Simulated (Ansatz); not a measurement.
# AlRu: the cost of one run

Program: Ansatz 0.2.0. Level of theory: DFT PBE, scalar-relativistic, plane waves, PAW. These are calculated values, not measurements.

2 further runs of the same task are left out: 1 that didn't finish, 1 set aside as unsound or not needed.

**1. The structure to begin with**

Symmetry: Pm-3m, No. 221, cubic system. Conventional cell: a = 3.004 Å, b = 3.004 Å, c = 3.004 Å, α = 90.00°, β = 90.00°, γ = 90.00°. Al (site symmetry m-3m) has 8 Ru at 2.60 Å as nearest neighbours. Ru (site symmetry m-3m) is surrounded by 8 Al at 2.60 Å.

Coordinates:

```
CELL_PARAMETERS angstrom
3.00408 0.00000 0.00000
0.00000 3.00408 0.00000
0.00000 0.00000 3.00408
ATOMIC_POSITIONS crystal
Al 0.00000 0.00000 0.00000
Ru 0.50000 0.50000 0.50000
```

It is the result of an earlier relaxation at this level (volume 13.56 Å³/atom; gap on the mesh: none (metal)).

**2. The reference cell**

The reference gives a free energy of -6417.4761 eV, pressure -0.01 GPa, largest force 0.000 eV/Å and gap on the mesh none (metal). It was computed beforehand with the settings of the runs below.

**3. The scan: energy and stress against strain**

The cell is strained by ε times the Voigt pattern (0, 1, 0, 0, 0, 0) (xx, yy, zz, yz, xz, xy; engineering shear), with fractional coordinates fixed (clamped ions). The stress on the pattern is the sum of the stress components weighted by it, tension positive.

**4. ε = -0.0600**

input.yaml

```yaml
crystal:
  lattice:
    - [3.0040847246, 0.0, 0.0]
    - [0.0, 2.8238396411, 0.0]
    - [0.0, 0.0, 3.0040847246]
  atoms:
    - { symbol: Al, position: [0.0, 0.0, 0.0] }
    - { symbol: Ru, position: [0.5, 0.5, 0.5] }
basis:
  ecutwfc: 420
kpoints:
  mp_grid: { grid: [20, 20, 20] }
hamiltonian:
  xc: pbe
scf:
  occupations: { method: gaussian, width: 0.15 }
output:
  forces: true
  stress: true
  eigenvalues: true
```

On the command line:

```bash
ansatz run input.yaml --threads 1 --pin off --max-ram 2560MiB --backend cpu --events-out ev --progress --plain --runs-dir out
```

**Question.** How long does this run take on 1 thread of Arm Neoverse V2, shared host, and how much memory does it need?

About 11 s, with a peak of 0.49 GiB.
